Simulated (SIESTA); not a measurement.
Sb:

```xyz
1
Lattice="-1.5765 1.5765 2.7119 1.5765 -1.5765 2.7119 1.5765 1.5765 -2.7119" Properties=species:S:1:pos:R:3 pbc="T T T"
Sb    0.0000    0.0000    0.0000
```

This isn't the form of Sb at room conditions, which is rhombohedral.

| Property | Result |
| --- | --- |
| Program | SIESTA 5.4.2 |
| Task | relaxation of cell and atoms |
| Functional | vdW-DF |
| Potentials or basis | PseudoDojo 0.4 standard (PBE files) |
| Basis | DZP (energy shift 0.003 Ry; two zetas on semicore shells) |
| Grid cutoff | 500 Ry |
| Energy shift | 0.003 Ry |
| k mesh | 12 × 12 × 12 |
| Occupations | fermi-dirac, width 0.05 eV |
| Spin | no spin polarisation |

At the start: pressure 8.2 GPa; volume 26.96 Å³/atom.

Problem. Where does the relaxation end?

Solution. Over 11 steps the energy falls by 93.0 meV/atom and the volume is 31.23 Å³/atom (+15.8 %); space group I4/mmm (No. 139, to 0.05 Å).

Step by step:
```
step  energy change (eV)  largest force (eV/Å)  pressure (GPa)  volume (Å³)
   1              0.0000                0.0000            8.24        26.96
   2             -0.0386                0.0000            5.66        27.91
   3             -0.0759                0.0000            2.30        29.46
   4             -0.0844                0.0000           -0.43        31.15
   5             -0.0849                0.0000            0.00        30.85
   6             -0.0889                0.0000           -0.02        30.97
   7             -0.0930                0.0000            0.08        31.08
   8             -0.0920                0.0000            0.26        31.17
   9             -0.0931                0.0000            0.16        31.12
  10             -0.0887                0.0000           -1.14        32.20
  11             -0.0930                0.0000            0.03        31.23
```

Final structure:
```
Sb
1.0
    -1.62927    1.61167    2.96808
     1.61167   -1.62927    2.96808
     1.63222    1.63222   -2.97830
Sb
1
Direct
  0.00000 0.00000 0.00000
```

Caveat: the volume moved by over 15 % at a fixed basis, so the end points are rough; the potentials were made for another functional, which shifts forces and pressure; the basis of atomic orbitals isn't converged, which shifts pressures, moduli and gaps.
